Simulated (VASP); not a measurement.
Method: PBE GGA, VASP's PBE PAW potentials (set 64) (plane waves; VASP).

VASP input:

KPOINTS:
```
Automatic mesh
0
Gamma
6 6 6
0 0 0
```

File POSCAR:
```
CsBr
1
    4.2900000000     0.0000000000     0.0000000000
    0.0000000000     4.2900000000     0.0000000000
    0.0000000000     0.0000000000     4.2900000000
Cs Br
1 1
Direct
  0.0000000000   0.0000000000   0.0000000000
  0.5000000000   0.5000000000   0.5000000000
```

INCAR:
```
ENCUT=400   ! plane-wave cut-off (eV)
LASPH=.TRUE.   ! aspherical one-centre terms
EDIFF=1E-6   ! SCF stop (eV)
LREAL=.FALSE.   ! projection in real space or not
ISMEAR=0
SIGMA=0.05   ! width (eV)
PREC=Accurate
LMAXMIX=4   ! l cut-off of mixed one-centre charges
LCHARG=.FALSE.
LWAVE=.FALSE.
SYSTEM=CsBr
ALGO=Normal
ISIF=2
NELM=100   ! most electronic steps
GGA=PE
```

POTCAR, in this order: Cs_sv Br (PBE.64 set). Program: vasp_std.

The resulting files:

OSZICAR:
```
       N       E                     dE             d eps       ncg     rms          rms(c)
DAV:   1     0.836208842725E+02    0.83621E+02   -0.56668E+03   480   0.917E+02
DAV:   2    -0.563973266203E+00   -0.84185E+02   -0.79310E+02   716   0.167E+02
DAV:   3    -0.621884741921E+01   -0.56549E+01   -0.56406E+01   592   0.492E+01
DAV:   4    -0.626880365500E+01   -0.49956E-01   -0.49938E-01   556   0.566E+00
DAV:   5    -0.626923428452E+01   -0.43063E-03   -0.43058E-03   604   0.506E-01    0.180E+00
DAV:   6    -0.603963904751E+01    0.22960E+00   -0.35117E-01   524   0.306E+00    0.111E+00
DAV:   7    -0.600248204525E+01    0.37157E-01   -0.18348E-01   600   0.222E+00    0.589E-01
DAV:   8    -0.600519618385E+01   -0.27141E-02   -0.11160E-02   552   0.757E-01    0.908E-02
DAV:   9    -0.600555049400E+01   -0.35431E-03   -0.20859E-03   564   0.289E-01    0.768E-02
DAV:  10    -0.600561166658E+01   -0.61173E-04   -0.13309E-04   552   0.956E-02    0.138E-02
DAV:  11    -0.600561759012E+01   -0.59235E-05   -0.34754E-05   564   0.378E-02    0.444E-03
DAV:  12    -0.600561743622E+01    0.15390E-06   -0.56381E-06   564   0.155E-02
   1 F= -.60056174E+01 E0= -.60056174E+01  d E =-.102571E-11
```

**OUTCAR**
```
------------------------ aborting loop because EDIFF is reached ----------------------------------------
  FORCE on cell =-STRESS in cart. coord.  units (eV):
  Direction    XX          YY          ZZ          XY          YZ          ZX
  --------------------------------------------------------------------------------------
  Total        0.5054984      0.5054984      0.5054984     -0.0000000      0.0000000     -0.0000000
  in kB       10.2579002     10.2579002     10.2579002     -0.0000000      0.0000000     -0.0000000
  external PRESSURE =      10.2579002 kB  Pullay stress =       0.0000000 kB
  volume of cell :       78.95
      direct lattice vectors                 reciprocal lattice vectors
     4.290000000  0.000000000  0.000000000     0.233100233  0.000000000  0.000000000
     0.000000000  4.290000000  0.000000000     0.000000000  0.233100233  0.000000000
     0.000000000  0.000000000  4.290000000     0.000000000  0.000000000  0.233100233
 POSITION                                       TOTAL-FORCE (eV/Angst)
 -----------------------------------------------------------------------------------
      0.00000      0.00000      0.00000         0.000000      0.000000      0.000000
      2.14500      2.14500      2.14500         0.000000      0.000000      0.000000
 -----------------------------------------------------------------------------------
    total drift:                                0.000000      0.000000      0.000000
  FREE ENERGIE OF THE ION-ELECTRON SYSTEM (eV)
  ---------------------------------------------------
  free  energy   TOTEN  =        -6.0056174362 eV

  energy  without entropy=       -6.0056174362  energy(sigma->0) =       -6.00561744
```
(Selected blocks of OUTCAR.)

The compound is CsBr in the CsCl type structure. The cell was not relaxed at this level.
